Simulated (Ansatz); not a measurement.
A run of Ansatz 0.2.0:

File input:

```
crystal:
  lattice:
    - [0.0, 2.24063, 2.24063]
    - [2.24063, 0.0, 2.24063]
    - [2.24063, 2.24063, 0.0]
  atoms:
    - { symbol: Ni, position: [0.0, 0.0, 0.0], spin: 1.0 }
    - { symbol: O, position: [0.75, 0.75, 0.75] }
hamiltonian:
  xc: b3lyp
  pseudopotentials: { kind: paw }
magnetization:
  spin_polarized: true
kpoints:
  mp_grid: { grid: [5, 5, 5] }
scf:
  occupations: { method: fermi_dirac, width: 0.05 }
output:
  forces: true
  stress: true
  eigenvalues: true
relax:
  f_tol: 0.01
  max_steps: 40
  cell: { stress_tol: 0.05 }
```

Hardware: 1 × NVIDIA H100 80GB HBM3 with 2 threads of AMD EPYC 7R13 Processor (Zen 3), on a shared host.

**Question.** How long does it take, and how much memory?

**Answer.** Run time: 60 s on 1 × NVIDIA H100 80GB HBM3 with 2 threads of AMD EPYC 7R13 Processor (Zen 3), with other jobs on the host, peak memory 1.5 GiB. Counts: scf iterations 139, plane waves 459, k points 10, bands 17, ion steps 6.
